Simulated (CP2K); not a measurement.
**LiH under changes of volume**

One of the cells (8.449 Å³/atom); the others are scaled copies at fixed shape and fractional positions:

```
Li H
1.0
     2.88040    0.00000    0.00000
     1.44020    2.49450    0.00000
     1.44020    0.83150    2.35184
Li H
1 1
Cartesian
  0.0000 0.0000 0.0000
  2.8804 1.6630 1.1759
```

* Program: CP2K 2026.2
* Functional: PBEsol
* Potentials or basis: POTENTIAL_UZH Li GTH-PBE-q3, H GTH-PBE-q1; TZVP-MOLOPT-PBE-GTH basis
* Density cutoff: 7483 eV
* k mesh: 11 × 11 × 11
* Occupations: fermi-dirac, width 0.0259 eV
* Spin: no spin polarisation

```tsv
volume (Å³/atom)	energy over the lowest point (meV/atom)	pressure (GPa)	gap on the mesh (eV)
7.942	0.00	-0.2	3.15
8.111	0.63	-0.9	3.16
8.280	1.99	-1.6	3.17
8.449	?	?	?
8.618	6.67	-2.8	3.19
8.787	9.89	-3.3	3.20
8.956	13.59	-3.8	3.21
```

**Question.** What does the run at 8.449 Å³/atom give?

**Answer.** Energy over the lowest point 4.02 meV/atom; pressure -2.2 GPa; gap on the mesh 3.18 eV.

Worked out: A Birch-Murnaghan fit of order 3 (a polynomial in V^(-2/3)) to the other rows has its minimum at 7.89 Å³/atom, just outside them, with B0 = V·E''(V) = 37 GPa and B' = 3.4. It gives 4.03 meV/atom at 8.449 Å³/atom, against the run's 4.02, and -dE/dV = -2.2 GPa, against -2.2. A straight line through the other rows of the gap, of slope 0.499 eV per unit of ln V (its deformation potential), gives 3.18 eV, against the run's 3.18.

Energies are extrapolated to zero smearing.

Caveats: the potentials were made for another functional, which shifts forces and pressure; an odd mesh through Γ misses points on the zone boundary, where band edges often lie; the basis of atomic orbitals isn't converged, which shifts pressures, moduli and gaps.
